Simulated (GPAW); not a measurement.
# Sn (Fd-3m) in GPAW: further runs

The runs below take Sn through single point, with PBE.

Everything below comes from runs of GPAW 26.7.0. Logs are shortened: lines on timing, memory, paths and dates and some standing lists are left out, and cuts for length are marked. The log counts tension as positive stress, the text compression.

### 1 The crystal as given

The structure is cubic, space group Fd-3m (No. 227). Conventional cell: a = 6.467 Å, b = 6.467 Å, c = 6.467 Å, α = 90.00°, β = 90.00°, γ = 90.00°. Around Sn (site symmetry -43m) lie 4 Sn at 2.80 Å.

This isn't the form of Sn at room conditions, which is tetragonal (white tin).

### 2 Single point, PBE

The input, run.py:

```python
from ase.dft.bandgap import bandgap
from ase.io import read, write
from ase.units import GPa
from gpaw import GPAW, PW

atoms = read('Sn.xyz')

calc = GPAW(mode=PW(600),
            xc='PBE',
            kpts={'size': (7, 7, 7), 'gamma': True},
            occupations={'name': 'methfessel-paxton', 'order': 0, 'width': 0.028000000000000004},
            nbands=24,
            convergence={'density': 1e-05, 'energy': 1e-05},
            maxiter=150,
            txt='gpaw.txt')
atoms.calc = calc
energy = atoms.get_potential_energy()
forces = atoms.get_forces()
stress = atoms.get_stress()
calc.write('gs.gpw')
write('result.traj', atoms)
print(f'Energy: {energy:.6f} eV')
print('Forces (eV/A):')
print(forces.round(4))
print('Stress (GPa):', (stress / GPa).round(3))
print('Fermi level:', round(calc.get_fermi_level(), 4), 'eV')
print(f'Gap: {bandgap(calc)[0]:.4f} eV, direct: {bandgap(calc, direct=True)[0]:.4f} eV')
```

The input, Sn.xyz:

```xyz
2
Lattice="0.0000000000 3.2333428000 3.2333428000 3.2333428000 0.0000000000 3.2333428000 3.2333428000 3.2333428000 0.0000000000" Properties=species:S:1:pos:R:3 pbc="T T T"
Sn     4.8500142000      4.8500142000      4.8500142000
Sn     3.2333428000      3.2333428000      3.2333428000
```

Potentials or basis: GPAW PAW data sets (gpaw-data 1.2.1), pw.

Launch:

```console
OMP_NUM_THREADS=1 python run.py
```

gpaw.txt:

```text
__  _  _
 | _ |_)|_||  |
 |__||  | ||/\| - 26.7.0

Input parameters:
  mode=PW(ecut=600.0),
  convergence={'density': 1e-05, 'energy': 1e-05},
  kpts=MonkhorstPack(size=(7, 7, 7), gamma=True),
  maxiter=150,
  nbands=24,
  occupations=Occupations(name='methfessel-paxton', order=0, width=0.028000000000000004),
  xc=XC(name='PBE')

Diagonalizing LCAO Hamiltonian
Converting LCAO to pw mode

            Sn

       Sn

Atoms  # Å, Bohr magnetons
|   | symbol |        x |        y |        z |    initial magnetic moments |
|---|--------|----------|----------|----------|-----------------------------|
| 0 |     Sn | 4.850014 | 4.850014 | 4.850014 | ( 0.0000,  0.0000,  0.0000) |
| 1 |     Sn | 3.233343 | 3.233343 | 3.233343 | ( 0.0000,  0.0000,  0.0000) |

Unit cell  # Å
| periodic |        x |        y |        z |  lengths |    angles |
|----------|----------|----------|----------|----------|-----------|
|      yes | 0.000000 | 3.233343 | 3.233343 | 4.572637 | 60.000000 |
|      yes | 3.233343 | 0.000000 | 3.233343 | 4.572637 | 60.000000 |
|      yes | 3.233343 | 3.233343 | 0.000000 | 4.572637 | 60.000000 |

Number of symmetries: 24
Symmetry operations  # r_c * U_cc + t_c -> r_c
|    | kind |            matrix            |
|----|------|------------------------------|
|  0 |  E   |  1, 0, 0,  0, 1, 0,  0, 0, 1 |
|  1 |  σ   |  1, 0, 0,  0, 0, 1,  0, 1, 0 |
|  2 |  σ   |  1, 0,-1,  0, 1,-1,  0, 0,-1 |
|  3 |  C3  |  1, 0,-1,  0, 0,-1,  0, 1,-1 |
|  4 |  C3  |  1,-1, 0,  0,-1, 1,  0,-1, 0 |
|  5 |  σ   |  1,-1, 0,  0,-1, 0,  0,-1, 1 |
|  6 |  σ   |  0, 1, 0,  1, 0, 0,  0, 0, 1 |
|  7 |  C3  |  0, 1, 0,  0, 0, 1,  1, 0, 0 |
|  8 |  C2  |  0, 1,-1,  1, 0,-1,  0, 0,-1 |
|  9 |  S4  |  0, 1,-1,  0, 0,-1,  1, 0,-1 |
| 10 |  C3  |  0, 0, 1,  1, 0, 0,  0, 1, 0 |
| 11 |  σ   |  0, 0, 1,  0, 1, 0,  1, 0, 0 |
| 12 |  S4  |  0, 0,-1,  1, 0,-1,  0, 1,-1 |
| 13 |  C3  |  0, 0,-1,  0, 1,-1,  1, 0,-1 |
| 14 |  S4  |  0,-1, 1,  1,-1, 0,  0,-1, 0 |
| 15 |  C2  |  0,-1, 1,  0,-1, 0,  1,-1, 0 |
| 16 |  C3  |  0,-1, 0,  1,-1, 0,  0,-1, 1 |
| 17 |  S4  |  0,-1, 0,  0,-1, 1,  1,-1, 0 |
| 18 |  S4  | -1, 1, 0, -1, 0, 1, -1, 0, 0 |
| 19 |  C3  | -1, 1, 0, -1, 0, 0, -1, 0, 1 |
| 20 |  C3  | -1, 0, 1, -1, 1, 0, -1, 0, 0 |
| 21 |  S4  | -1, 0, 1, -1, 0, 0, -1, 1, 0 |
| 22 |  σ   | -1, 0, 0, -1, 1, 0, -1, 0, 1 |
| 23 |  C2  | -1, 0, 0, -1, 0, 1, -1, 1, 0 |

BZ-sampling:
  Number of BZ points: 343
  Number of IBZ points: 20

  Monkhorst-Pack size: [7, 7, 7]
  Monkhorst-Pack shift: [0, 0, 0]

K-points  # in reciprocal-cell coordinates
|     |                                coordinates |     weight |
|-----|--------------------------------------------|------------|
|   0 | (  0.00000000,   0.00000000,   0.00000000) | 0.00291545 |
|   1 | (  0.14285714,   0.14285714,   0.00000000) | 0.01749271 |
|   2 | (  0.14285714,   0.14285714,   0.14285714) | 0.02332362 |
|   3 | (  0.28571429,   0.14285714,   0.14285714) | 0.03498542 |
|   4 | (  0.28571429,   0.28571429,   0.00000000) | 0.01749271 |
|   5 | (  0.28571429,   0.28571429,   0.14285714) | 0.06997085 |
|   6 | (  0.28571429,   0.28571429,   0.28571429) | 0.02332362 |
|   7 | (  0.42857143,  -0.28571429,  -0.28571429) | 0.03498542 |
|   8 | (  0.42857143,   0.28571429,  -0.42857143) | 0.13994169 |
|   9 | (  0.42857143,   0.28571429,  -0.28571429) | 0.06997085 |
| ... |                                            |            |
|  19 | (  0.42857143,   0.42857143,   0.42857143) | 0.02332362 |

Plane wave coefficients: 2281
Cutoff: 600.0 eV

Spin-components: 1 (collinear spins)
Bands:           24
Projectors:      12
Spin-degeneracy: 2
Datatype:        complex128

Parallelization:
  kpt:    1
  domain: 1
  band:   1

Density:
  Valence electrons: 28.0
  Components: 1
  Grid points: [27 27 27]
  Charge: 0.0  # |e|

Potential:
  Grid points: [27 27 27]

species:
  Sn:
    name:    Tin
    Z:       50.0
    valence: 14
    core:    36
    charge:  0.0  # [|e|]
    compensation charges:
      type: gauss
      rc: 0.38  # [Å]
      lmax: 2
    cutoffs:
      filter: 2.23  # [Å]
      core: 2.35  # [Å]
    projectors
    | kind |    occ | energy [eV] | rcut [Å] |
    |------|--------|-------------|----------|
    |   5s |  2.000 |     -10.538 |    1.201 |
    |   5p |  2.000 |      -3.696 |    1.270 |
    |   4d | 10.000 |     -25.845 |    1.185 |
    |    s |        |      16.674 |    1.201 |
    |    p |        |      23.515 |    1.270 |
    |    d |        |       1.367 |    1.185 |

    Using partial waves for Sn as LCAO basis

Reference energy: -336021.386614  # eV

eigensolver:
  PPCG
  Converge bands: occupied
  niter=2

density mixing:
  MSR1-Mixer
  Pratt-step length: 0.05
  Maximum mixing coefficient: 0.75
  Old densities: 10
  SVD Regularization: 0.005
  Good broyden scale: 1.0
  Trust region scale: 1.0
  Backstep threshold: 4.0
  History deletion threshold: 6.0
  Fourier metric: weight=20.0, sigma=0.015

occupation numbers:
  Methfessel-Paxton:
    width: 0.0280  # eV
    order: 0

poisson solver:
  ecut: 4800.0  # eV

xc functional:
  name: PBE with 2 nearest neighbor stencil

convergence criteria:
- Maximum integral of absolute [dens]ity change: 1e-05 electrons / valence electron
- Maximum [total energy] change in last 3 cyles: 1e-05 eV / valence electron
- Maximum integral of absolute [eigenst]ate change: 4e-08 eV^2 / valence electron
maximum number of iterations: 150

SCF iterations
|iter     | |      energy | eigst |  dens |
|---------|-|-------------|-------|-------|
|iter:   1| |   -8.074970 | +0.01 |       |
|iter:   2| |   -8.077916 | -2.30 | -1.44 |
|iter:   3| |   -8.050824 | -2.51 | -1.47 |
|iter:   4| |   -8.054947 | -3.10 | -1.98 |
|iter:   5| |   -8.055846 | -4.09 | -2.64 |
|iter:   6| |   -8.055869 | -5.59 | -3.63 |
|iter:   7| |   -8.055870c| -6.67 | -4.38 |
|iter:   8| |   -8.055870c| -8.11c| -4.80 |
|iter:   9| |   -8.055870c| -8.31c| -5.25c|

Converged in 9 steps
Energy contributions relative to reference atoms: (reference = -336021.386614)

Energy contributions:
  Kinetic:          11.931739
  Coulomb:         -10.890119
  Zero:              0.034807
  External:          0.000000
  Xc:               -9.132139
  Entropy:          -0.000315
  Spinorbit:         0.000000
  ----------------------------
  Free energy:      -8.056028
  Extrapolated:     -8.055870

dipole moment: (4.490932, 4.490932, 4.490932)  # |e|*Ang

Fermi level: 5.106
Eigenvalues  # (at kpt = [0.000, 0.000, 0.000])
| band index |      eig [eV] | occ [0-2] |
|------------|---------------|-----------|
|          0 |       -16.633 |     2.000 |
|        ... |               |           |
|          4 |       -16.574 |     2.000 |
|          5 |       -16.254 |     2.000 |
|          6 |       -16.254 |     2.000 |
|          7 |       -16.254 |     2.000 |
|          8 |       -16.247 |     2.000 |
|          9 |       -16.247 |     2.000 |
[... 8 lines left out ...]
|         18 |        10.110 |     0.000 |
|         19 |        13.035 |     0.000 |
|        ... |               |           |
|         23 |        13.417 |     0.000 |

No gap
No difference between direct/indirect transitions

Forces  # eV/Ang
|        x |       y |        z |
|----------|---------|----------|
|  0.00000 | 0.00000 | -0.00000 |  # Sn   0
| -0.00000 | 0.00000 | -0.00000 |  # Sn   1

Stress tensor  # eV/Ang^3
|         x |         y |         z |
|-----------|-----------|-----------|
| -0.022050 | -0.000000 | -0.000000 |
| -0.000000 | -0.022050 |  0.000000 |
| -0.000000 |  0.000000 | -0.022050 |

# Writing to gs.gpw (mode='')
```

Run time: 22 s. Hardware: 1 thread of Arm Neoverse V1, shared host; peak memory 0.17 GiB.

What came out:

```
Free energy            : -8.0560 eV
Pressure               : 3.5 GPa
Band gap on the k mesh : none (metal or under the smearing width)
```

Levels at points of the mesh, in eV from the Fermi level:
```tsv
k point	band 12	band 13	band 14	band 15	band 16	band 17
(0.00, 0.00, 0.00)	-0.58	0.03	0.03	0.03	2.11	2.11
```

### 3 Single point, PBE

run.py, as its differences from that of step 2:

```diff
@@ -5,3 +5,3 @@
 
-atoms = read('Sn.xyz')
+atoms = read('POSCAR')
 
@@ -10,3 +10,3 @@
             kpts={'size': (7, 7, 7), 'gamma': True},
-            occupations={'name': 'methfessel-paxton', 'order': 0, 'width': 0.028000000000000004},
+            occupations={'name': 'methfessel-paxton', 'order': 0, 'width': 0.05},
             nbands=24,
```

The input, POSCAR:

```
Sn
1.0
    0.0000000000      3.2333428000      3.2333428000
    3.2333428000      0.0000000000      3.2333428000
    3.2333428000      3.2333428000      0.0000000000
Sn
2
Direct
    0.7500000000      0.7500000000      0.7500000000
    0.5000000000      0.5000000000      0.5000000000
```

Potentials or basis: GPAW PAW data sets (gpaw-data 1.2.1), pw.

Launch:

```console
OMP_NUM_THREADS=1 python run.py
```

gpaw.txt:

```text
__  _  _
 | _ |_)|_||  |
 |__||  | ||/\| - 26.7.0

Input parameters:
  mode=PW(ecut=600.0),
  convergence={'density': 1e-05, 'energy': 1e-05},
  kpts=MonkhorstPack(size=(7, 7, 7), gamma=True),
  maxiter=150,
  nbands=24,
  occupations=Occupations(name='methfessel-paxton', order=0, width=0.05),
  xc=XC(name='PBE')

Diagonalizing LCAO Hamiltonian
Converting LCAO to pw mode

            Sn

       Sn

Atoms  # Å, Bohr magnetons
|   | symbol |        x |        y |        z |    initial magnetic moments |
|---|--------|----------|----------|----------|-----------------------------|
| 0 |     Sn | 4.850014 | 4.850014 | 4.850014 | ( 0.0000,  0.0000,  0.0000) |
| 1 |     Sn | 3.233343 | 3.233343 | 3.233343 | ( 0.0000,  0.0000,  0.0000) |

Unit cell  # Å
| periodic |        x |        y |        z |  lengths |    angles |
|----------|----------|----------|----------|----------|-----------|
|      yes | 0.000000 | 3.233343 | 3.233343 | 4.572637 | 60.000000 |
|      yes | 3.233343 | 0.000000 | 3.233343 | 4.572637 | 60.000000 |
|      yes | 3.233343 | 3.233343 | 0.000000 | 4.572637 | 60.000000 |

Number of symmetries: 24
[... 153 lines left out ...]
  Kinetic:          11.925255
  Coulomb:         -10.883168
  Zero:              0.034796
  External:          0.000000
  Xc:               -9.132581
  Entropy:          -0.000584
  Spinorbit:         0.000000
  ----------------------------
  Free energy:      -8.056281
  Extrapolated:     -8.055989

dipole moment: (4.490925, 4.490925, 4.490925)  # |e|*Ang

Fermi level: 5.093
Eigenvalues  # (at kpt = [0.000, 0.000, 0.000])
| band index |      eig [eV] | occ [0-2] |
|------------|---------------|-----------|
|          0 |       -16.633 |     2.000 |
|        ... |               |           |
|          4 |       -16.574 |     2.000 |
|          5 |       -16.254 |     2.000 |
|          6 |       -16.254 |     2.000 |
|          7 |       -16.254 |     2.000 |
|          8 |       -16.246 |     2.000 |
|          9 |       -16.246 |     2.000 |
[... 8 lines left out ...]
|         18 |        10.110 |     0.000 |
|         19 |        13.035 |     0.000 |
|        ... |               |           |
|         23 |        13.417 |     0.000 |

No gap
No difference between direct/indirect transitions

Forces  # eV/Ang
|        x |        y |        z |
|----------|----------|----------|
|  0.00000 |  0.00000 | -0.00000 |  # Sn   0
| -0.00000 | -0.00000 |  0.00000 |  # Sn   1

Stress tensor  # eV/Ang^3
|         x |         y |         z |
|-----------|-----------|-----------|
| -0.022026 | -0.000000 |  0.000000 |
| -0.000000 | -0.022026 |  0.000000 |
|  0.000000 |  0.000000 | -0.022026 |

# Writing to gs.gpw (mode='')
```

It took 21 s on 1 thread of Arm Neoverse V1, shared host; peak memory 0.17 GiB.

What came out:

```
Free energy            : -8.0563 eV
Pressure               : 3.5 GPa
Band gap on the k mesh : none (metal or under the smearing width)
```
